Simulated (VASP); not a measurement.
A run of VASP 6.6.1 is set up as follows.

Contents of INCAR:

```
SYSTEM = Hf
  PREC = Accurate
  ENCUT = 600
  EDIFF = 1E-6
  ISMEAR = -1
  SIGMA = 0.05
  LREAL = .FALSE.
  LASPH = .TRUE.
  NELM = 60
  ALGO = Fast
  ISIF = 3
  LWAVE = .FALSE.
  LCHARG = .FALSE.
  GGA = RP
  IVDW = 12
  IBRION = 2
  NSW = 60
  EDIFFG = -0.005
```

KPOINTS

```
Automatic mesh
0
G
  9 9 9
  0 0 0
```

File POSCAR:

```
Hf
1.0
    2.9138100000      0.0000000000      0.0000000000
    0.0000000000      2.9138100000      0.0000000000
    0.0000000000      0.0000000000      2.9138100000
Hf
1
Direct
    0.5000000000      0.5000000000      0.5000000000
```

Potentials or basis: VASP PAW PBE potentials, release 64 (Hf_pv).

Launch:

```sh
$ cat potpaw_PBE.64/Hf_pv/POTCAR > POTCAR
$ mpirun -np 1 vasp_std > vasp.out
```

**Question.** Estimate the space group after relaxing (to 0.05 Å).

**Answer.** Pm-3m (No. 221).

**Question.** Predict the dispersion energy per atom.

**Answer.** -4.060 eV.

Final structure:
```xyz
1
Lattice="2.6476 0.0000 0.0000 0.0000 2.6476 0.0000 0.0000 0.0000 2.6476" Properties=species:S:1:pos:R:3 pbc="T T T"
Hf    1.3238    1.3238    1.3238
```

 The run has no spin-orbit coupling, so splittings on Hf are missing.
